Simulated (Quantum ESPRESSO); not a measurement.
## Ta in Quantum ESPRESSO: the effect of target pressure

Crystal: Ta.

```
Ta
1.0
     2.90037    0.00000    0.00000
    -1.45019    2.51180    0.00000
     0.00000    0.00000    5.16627
Ta
2
Direct
  0.33333 0.66667 0.25000
  0.66667 0.33333 0.75000
```

This isn't the form of Ta at room conditions, which is bcc.

Alike in all runs:

* Program: Quantum ESPRESSO 7.5
* Task: relaxation of cell and atoms
* Functional: PBEsol
* Potentials or basis: GBRV 1.5 PBEsol
* Cutoff: 871 eV
* Density cutoff: 7007 eV
* k mesh: 11 × 11 × 5
* Occupations: fermi-dirac, width 0.05 eV
* Spin: no spin polarisation

Each run relaxes the cell or the atoms first.

```csv
target pressure,relaxed volume (Å³/atom)
0 GPa,18.09
2 GPa,17.91
5 GPa,?
10 GPa,17.29
20 GPa,16.63
30 GPa,16.08
```

Q: What does the run with target pressure 5 GPa give?

A: Relaxed volume 17.66 Å³/atom.

Worked out: In Murnaghan's law V^(-B') rises as a straight line in P. The other rows fit best with B' = 3.7, V0 = 18.09 Å³/atom and B0 = 203 GPa, which gives 17.67 Å³/atom at 5 GPa, against the run's 17.66.
